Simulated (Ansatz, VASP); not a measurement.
**W in VASP and in Ansatz**

```
CELL_PARAMETERS angstrom
-1.58234 1.58234 1.58234
1.58234 -1.58234 1.58234
1.58234 1.58234 -1.58234
ATOMIC_POSITIONS crystal
W 0.00000 0.00000 0.00000
```

Alike in both runs: task relaxation of cell and atoms; functional r2SCAN; dispersion D4; k mesh 12 × 12 × 12; occupations fermi-dirac, width 0.05 eV; no spin polarisation.

|  | VASP | Ansatz |
| --- | --- | --- |
| version | VASP 6.6.1 | Ansatz 0.2.0 |
| potentials or method | VASP PAW PBE potentials, release 64 (W_sv) | Ansatz PAW |
| plane-wave cutoff (eV) | 600 | 500 |
| valence electrons in the cell | 14 | 14 |

VASP gave:

- gap on the k mesh at the Fermi level, each at its own relaxed structure (eV): none
- relaxed volume (Å³/atom): 15.89
- relaxed cell length with the largest relative difference (Å): 2.743

**Question.** Estimate Ansatz's values.

**Answer.** gap on the k mesh at the Fermi level, each at its own relaxed structure (eV): none; relaxed volume (Å³/atom): 15.83; relaxed cell length with the largest relative difference (Å): 2.740.

A gap of «none» marks a metal or a gap that the smearing closes.

Caveats: pairwise dispersion overbinds metals, which lowers pressure and volume; the PAW data sets were made with another functional, which shifts forces and pressure a little (VASP); the plane-wave basis is chosen anew once the cell has moved, so the energies of steps on either side of that aren't comparable (Ansatz); the PAW data sets come from PBE, with cores solved anew for the run's functional, which leaves a small shift of forces and pressure (Ansatz). Spin-orbit coupling is left out, which matters for the levels of W.
